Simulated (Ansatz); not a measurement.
Ionic part of the dielectric constant of LiCl at 4 GPa, mode by mode

Computed with Ansatz, DFT PBE, scalar-relativistic, plane waves, PAW. Settings: 420 eV plane-wave cutoff, Γ-centred 8×8×8 mesh, fixed occupations. No spin polarisation. Phonons by linear response, acoustic sum rule imposed.

It takes space group Fm-3m (No. 225, cubic). Conventional cell: a = 4.980 Å, b = 4.980 Å, c = 4.980 Å, α = 90.00°, β = 90.00°, γ = 90.00°. Around Li (site symmetry m-3m) lie 6 Cl at 2.49 Å. Cl (site symmetry m-3m) has 6 Li at 2.49 Å as nearest neighbours.

The primitive cell has V = 30.87 Å³ and ε∞,yy = 3.082. Each polar mode adds Δε = (4.92064×10⁷/V)·S/ν² along y, with S its oscillator strength in e²/amu, ν in cm⁻¹ and V in Å³.

Task: From these modes, find each Δε and ε0,yy.
| ν (cm⁻¹) | S_yy (e²/amu) |
| --- | --- |
| 236.9 | 0.2354 |

Result:
```json
{"ν (cm⁻¹)": "236.9", "Δε": "6.69"}
```

The sum is 6.685, so ε0,yy = 9.77; the run's tensor has 9.77.

Task: Where do the longitudinal modes lie for a wave vector along y?

Result: At 422 cm⁻¹. The Lyddane–Sachs–Teller product Π(ν_LO/ν_TO)² = 3.17 matches ε0/ε∞ = 3.17.

Cost: 1 run of about 0.1 core-minutes, on Arm Neoverse V2 (shared hosts).